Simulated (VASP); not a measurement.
# AlN (F-43m) in VASP: G0W0 quasiparticle levels with LDA

Aim: the G0W0 quasiparticle levels of AlN with LDA.

All numbers are computed with VASP 6.6.1; they aren't measurements. Logs are shortened: lines on timing, memory, paths and dates and some standing lists are left out, and cuts for length are marked.

### Step 1. The crystal as given

It takes space group F-43m (No. 216, cubic). The conventional cell has a = 4.368 Å, b = 4.368 Å, c = 4.368 Å, α = 90.00°, β = 90.00°, γ = 90.00°. Al (site symmetry -43m) has 4 N at 1.89 Å as nearest neighbours. Around N (site symmetry -43m) lie 4 Al at 1.89 Å.

Measurements of this composition are mostly on another form, of space group No. 186.

### Step 2. G0W0 quasiparticle levels, LDA

The input, POSCAR:

```
AlN
1.0
    0.0000000000      2.1839935596      2.1839935596
    2.1839935596      0.0000000000      2.1839935596
    2.1839935596      2.1839935596      0.0000000000
Al N
1 1
Direct
    0.0000000000      0.0000000000      0.0000000000
    0.2500000000      0.2500000000      0.2500000000
```

The input, INCAR.step1:

```
SYSTEM = AlN
ALGO = Normal
EDIFF = 1E-8
ENCUT = 500
GGA = CA
ISMEAR = 0
KPAR = 4
LASPH = .True.
LCHARG = .False.
LREAL = .False.
LWAVE = .True.
NELM = 80
PREC = Accurate
SIGMA = 0.01
```

The input, INCAR.step2:

```
SYSTEM = AlN
ALGO = Exact
EDIFF = 1E-8
ENCUT = 500
GGA = CA
ISMEAR = 0
ISTART = 1
KPAR = 4
LASPH = .True.
LCHARG = .False.
LOPTICS = .True.
LREAL = .False.
LWAVE = .True.
NBANDS = 137
NELM = 1
PREC = Accurate
SIGMA = 0.01
```

The input, INCAR.step3:

```
SYSTEM = AlN
ALGO = EVGW0
EDIFF = 1E-8
ENCUT = 500
ENCUTGW = 200
GGA = CA
ISMEAR = 0
ISTART = 1
KPAR = 4
LASPH = .True.
LCHARG = .False.
LREAL = .False.
LWAVE = .False.
NBANDS = 137
NBANDSGW = 12
NELMGW = 1
NOMEGA = 50
PREC = Accurate
PRECFOCK = Fast
SIGMA = 0.01
```

The input, KPOINTS:

```
k-points
0
Gamma
  6 6 6
  0 0 0
```

Potentials or basis: VASP PAW LDA potentials, release 64 (Al_GW, N_GW).

On the command line:

```console
$ cat potpaw_LDA.64/Al_GW/POTCAR potpaw_LDA.64/N_GW/POTCAR > POTCAR
$ cp INCAR.step1 INCAR
$ mpirun -np 4 vasp_std > vasp.out
$ cp INCAR.step2 INCAR
$ mpirun -np 4 vasp_std > vasp.out
$ cp INCAR.step3 INCAR
$ mpirun -np 4 vasp_std > vasp.out
```

OUTCAR:

```text
SYSTEM = AlN
   EDIFF = 1E-8
   ENCUT = 500
   ENCUTGW = 200
   GGA = CA
   ISMEAR = 0
   ISTART = 1
   LASPH = .True.
   LREAL = .False.
   NELMGW = 1
   PREC = Accurate
   PRECFOCK = Fast

 ion  position               nearest neighbor table
   1  0.000  0.000  0.000-   2 1.89   2 1.89   2 1.89   2 1.89
   2  0.250  0.250  0.250-   1 1.89   1 1.89   1 1.89   1 1.89

  LATTYP: Found a face centered cubic cell.
 ALAT       =     4.3679871192

  Lattice vectors:

 A1 = (   0.0000000000,   2.1839935596,   2.1839935596)
 A2 = (   2.1839935596,   0.0000000000,   2.1839935596)
 A3 = (   2.1839935596,   2.1839935596,   0.0000000000)

Analysis of symmetry for initial positions (statically):
=====================================================================
 Subroutine PRICEL returns:
 Original cell was already a primitive cell.

 Routine SETGRP: Setting up the symmetry group for a
 face centered cubic supercell.

 Subroutine GETGRP returns: Found 24 space group operations
 (whereof 24 operations were pure point group operations)
 out of a pool of 48 trial point group operations.

The static configuration has the point symmetry T_d .

Analysis of symmetry for dynamics (positions and initial velocities):
=====================================================================
 Subroutine PRICEL returns:
 Original cell was already a primitive cell.

 Routine SETGRP: Setting up the symmetry group for a
 face centered cubic supercell.

 Subroutine GETGRP returns: Found 24 space group operations
 (whereof 24 operations were pure point group operations)
 out of a pool of 48 trial point group operations.

The dynamic configuration has the point symmetry T_d .

 Subroutine INISYM returns: Found 24 space group operations
 (whereof 24 operations are pure point group operations),
 and found     1 'primitive' translations

----------------------------------------------------------------------------------------

                                     Primitive cell

  volume of cell :      20.8345

  direct lattice vectors                    reciprocal lattice vectors
     0.000000000  2.183993560  2.183993560    -0.228938404  0.228938404  0.228938404
     2.183993560  0.000000000  2.183993560     0.228938404 -0.228938404  0.228938404
     2.183993560  2.183993560  0.000000000     0.228938404  0.228938404 -0.228938404

  length of vectors
     3.088633312  3.088633312  3.088633312     0.396532948  0.396532948  0.396532948

  position of ions in fractional coordinates (direct lattice)
     0.000000000  0.000000000  0.000000000
     0.250000000  0.250000000  0.250000000

  ion indices of the primitive-cell ions
   primitive index   ion index
                 1           1
                 2           2

----------------------------------------------------------------------------------------

 KPOINTS: k-points

Automatic generation of k-mesh.
 Grid dimensions read from file:
 generate k-points for:    6    6    6

 Generating k-lattice:

  Cartesian coordinates                     Fractional coordinates (reciprocal lattice)
    -0.038156401  0.038156401  0.038156401     0.166666667  0.000000000  0.000000000
     0.038156401 -0.038156401  0.038156401     0.000000000  0.166666667  0.000000000
     0.038156401  0.038156401 -0.038156401     0.000000000  0.000000000  0.166666667

  Length of vectors
     0.066088825  0.066088825  0.066088825

  Shift w.r.t. Gamma in fractional coordinates (k-lattice)
     0.000000000  0.000000000  0.000000000

 Subroutine IBZKPT returns following result:
 ===========================================

 Found     16 irreducible k-points:

 Following reciprocal coordinates:
            Coordinates               Weight
  0.000000  0.000000  0.000000      1.000000
  0.166667  0.000000  0.000000      8.000000
  0.333333  0.000000  0.000000      8.000000
  0.500000  0.000000  0.000000      4.000000
  0.166667  0.166667  0.000000      6.000000
  0.333333  0.166667  0.000000     24.000000
[... 8 lines left out ...]
 -0.333333  0.333333  0.166667     24.000000
 -0.333333  0.500000  0.166667     12.000000
   k-points           NKPTS =     16   k-points in BZ     NKDIM =    216   number of bands    NBANDS=    137
   number of dos      NEDOS =    301   number of ions     NIONS =      2
   total plane-waves  NPLWV =  13824
   dimension x,y,z NGX =    24 NGY =   24 NGZ =   24
   dimension x,y,z NGXF=    48 NGYF=   48 NGZF=   48
   ions per type =               1   1
   NGX,Y,Z   is equivalent  to a cutoff of  12.92, 12.92, 12.92 a.u.
   NGXF,Y,Z  is equivalent  to a cutoff of  25.84, 25.84, 25.84 a.u.
 SYSTEM =  AlN
   PREC   = accura    normal or accurate (medium, high low for compatibility)
   ISTART =      1    job   : 0-new  1-cont  2-samecut
   ICHARG =      0    charge: 1-file 2-atom 10-const
   ISPIN  =      1    spin polarized calculation?
   LNONCOLLINEAR =      F non collinear calculations
   LSORBIT =      F    spin-orbit coupling
   LASPH  =      T    aspherical Exc in radial PAW
   ENCUT  =  500.0 eV  36.75 Ry    6.06 a.u.   5.63  5.63  5.63*2*pi/ulx,y,z
   NELM   =     60;   NELMIN=  2; NELMDL=  0     # of ELM steps
   EDIFF  = 0.1E-07   stopping-criterion for ELM
   LREAL  =      F    real-space projection
   EDIFFG = 0.1E-06   stopping-criterion for IOM
   NSW    =      0    number of steps for IOM
   IBRION =     -1    ionic relax: 0-MD 1-quasi-New 2-CG
   NFREE  =      0    steps in history (QN), initial steepest desc. (CG)
   ISIF   =      0    stress and relaxation
   ISYM   =      3    0-nonsym 1-usesym 2-fastsym
   POTIM  = 0.5000    time-step for ionic-motion
   TEBEG  =    0.0;   TEEND  =   0.0 temperature during run
   PSTRESS=    0.0 pullay stress
   NELECT =       8.0000    total number of electrons
   NUPDOWN=      -1.0000    fix difference up-down
   EMIN   =  10.00;   EMAX   =-10.00  energy-range for DOS
   EFERMI =   0.00;   METHOD = LEGACY
   ISMEAR =     0;   SIGMA  =   0.01  broadening in eV -4-tet -1-fermi 0-gaus
   EFERMI_NEDOS =   21; number of points for ismear=-14 and -15
   IALGO  =     38    algorithm
   IMIX   =      4    mixing-type and parameters
     AMIX     =   0.40;   BMIX     =  1.00
     AMIX_MAG =   1.60;   BMIX_MAG =  1.00
  volume/ion in A,a.u.               =      10.42        70.30
  Fermi-wavevector in a.u.,A,eV,Ry     =   1.189899  2.248583 19.263943  1.415860
  Thomas-Fermi vector in A             =   2.325996
   LORBIT       =      0    0 simple, 1 ext, 2 COOP (PROOUT), +10 PAW based schemes
   GGA     = CA    functional components
   LHFCALC =     T    Hartree Fock is set to
   PRECFOCK=fast      Normal, Fast or Accurate (Low or Medium for compatibility)
   ENCUT4O =  -1.0   cutoff for four orbital integrals eV
   NKREDX  =     1    reduce k-point grid by
   NKREDY  =     1    reduce k-point grid by
   NKREDZ  =     1    reduce k-point grid by
   AEXX    =    1.0000 exact exchange contribution
   HFSCREEN=    0.0000 screening length (either q_TF or 0.3 A-1)
   HFSCREENC=   0.0000 screening length for correlation (either q_TF or 0.3 A-1)
   ENCUTFOCK=  -1.0 apply spherical cutoff to Coloumb kernel
   IVDW    =     0    specifies the selected vdW correction
   LEPSILON=     F    determine dielectric tensor
   LRPA    =     F    only Hartree local field effects (RPA)
   LRPAFORCE           =     F    calculate RPA forces
   ENCUTGW             = 200.0    cutoff for response function in eV
   ENCUTGWSOFT         = 160.0    soft cutoff for Coulomb kernel in GW response function in eV
   ENCUTLF             =  -1.0    cutoff for local field effects
   NELMGW              =     1    number of iterations in solving QP/BSE equation
   NELMHF              =     1    number of iterations in the inner HF iteration
   NKREDLFX            =     1    NKREDLFY  =   1   NKREDLFZ  =   1
 non-spin polarized calculation
 Gauss-broadening in eV      SIGMA  =   0.01
  energy-cutoff  :      500.00
  volume of cell :       20.83
 maximum number of plane-waves:       544
 NGX is ok and might be reduce to    24
  NGX = 14; NGY = 14; NGZ = 14
   NGX = 11   NGY = 11   NGZ = 11
 maximum number of plane-waves:       144

 QP shifts <psi_nk| G(iteration)W_0 |psi_nk>: iteration 1
 for sc-GW calculations column KS-energies equals QP-energies in previous step
 and V_xc(KS)=  KS-energies - (<T + V_ion + V_H > + <T+V_H+V_ion>^1  + <V_x>^1)

 k-point   1 :       0.0000    0.0000    0.0000
  band No.  KS-energies  QP-energies   sigma(KS)   V_xc(KS)     V^pw_x(r,r')   Z            occupation Imag(sigma)

      1      -9.9906     -11.5611     -16.8539     -14.6776     -24.5659       0.7216       2.0000       1.2472
      2       4.8372       3.9752     -18.0075     -16.8922     -20.7130       0.7728       2.0000       0.0545
      3       4.8372       3.9752     -18.0075     -16.8922     -20.7130       0.7728       2.0000       0.0545
      4       4.8372       3.9752     -18.0075     -16.8922     -20.7130       0.7728       2.0000       0.0545
      5       9.0686       9.8313     -11.8357     -12.7842      -7.9530       0.8042       0.0000      -0.0768
      6      17.1621      18.4396      -9.1743     -10.7729      -4.0577       0.7992       0.0000      -0.1224
      7      17.1621      18.4396      -9.1743     -10.7729      -4.0577       0.7992       0.0000      -0.1224
      8      17.1621      18.4396      -9.1743     -10.7729      -4.0577       0.7992       0.0000      -0.1224
      9      22.3557      23.6004      -9.3008     -10.8717      -3.6744       0.7924       0.0000      -0.2720
     10      22.3557      23.6004      -9.3008     -10.8717      -3.6744       0.7924       0.0000      -0.2720
     11      23.7402      24.5501      -9.1145     -10.1481      -2.6191       0.7836       0.0000      -0.7334
     12      23.7402      24.5501      -9.1145     -10.1481      -2.6191       0.7836       0.0000      -0.7334

 k-point   2 :       0.1667    0.0000    0.0000
  band No.  KS-energies  QP-energies   sigma(KS)   V_xc(KS)     V^pw_x(r,r')   Z            occupation Imag(sigma)
[... 225 lines left out ...]
      1      -7.1656      -8.7367     -18.8009     -16.6458     -26.0701       0.7290       2.0000       0.8728
      2       0.4724      -0.6302     -15.3589     -13.8636     -19.0181       0.7373       2.0000       0.1192
      3       2.0190       0.9465     -16.0555     -14.6370     -19.2995       0.7561       2.0000       0.0804
      4       2.2976       1.2672     -15.5797     -14.2284     -18.5498       0.7625       2.0000       0.0687
      5       9.9998      10.8426     -10.4534     -11.4982      -6.4621       0.8067       0.0000      -0.0789
      6      14.9595      16.1447     -10.1771     -11.6519      -5.4348       0.8036       0.0000      -0.0927
      7      17.6492      18.7801     -10.0312     -11.4802      -4.3076       0.7804       0.0000      -0.2322
      8      17.6616      19.1307     -12.6872     -14.6207      -6.8909       0.7598       0.0000      -0.1794
      9      21.1394      22.4037     -10.5782     -12.2697      -4.0266       0.7475       0.0000      -0.3791
     10      24.8003      25.9522      -9.3879     -10.8726      -2.9637       0.7759       0.0000      -0.5258
     11      29.1970      30.6820     -11.1369     -13.0500      -4.0221       0.7762       0.0000      -0.9669
     12      30.3369      31.8067     -10.8273     -12.6845      -4.1012       0.7914       0.0000      -0.9471
```

It took 82 s on 4 MPI ranks of Intel Xeon Platinum 8488C (Sapphire Rapids), shared host; peak memory 0.49 GiB.

What came out:

| Property | Result |
| --- | --- |
| Band gap on the k mesh, mean-field level | 3.22 eV, indirect (least direct gap 4.23 eV) |
| Quasiparticle gap | 4.80 eV |
| Least direct quasiparticle gap | 5.86 eV |

Levels at points of the mesh, in eV from the valence-band top:
```tsv
k point	band 2	band 3	band 4	band 5	band 6	band 7
(0.00, 0.00, 0.00)	0.00	0.00	0.00	4.23	12.32	12.32
(0.50, 0.00, 0.00)	-5.92	-0.49	-0.49	7.26	9.77	10.96
(0.50, 0.50, 0.00)	-4.96	-1.80	-1.80	3.22	8.41	13.75
```

Caveat: bands, screening cutoff and mesh are small and nothing is extrapolated, so the quasiparticle values aren't converged. A k mesh can miss the band edges.
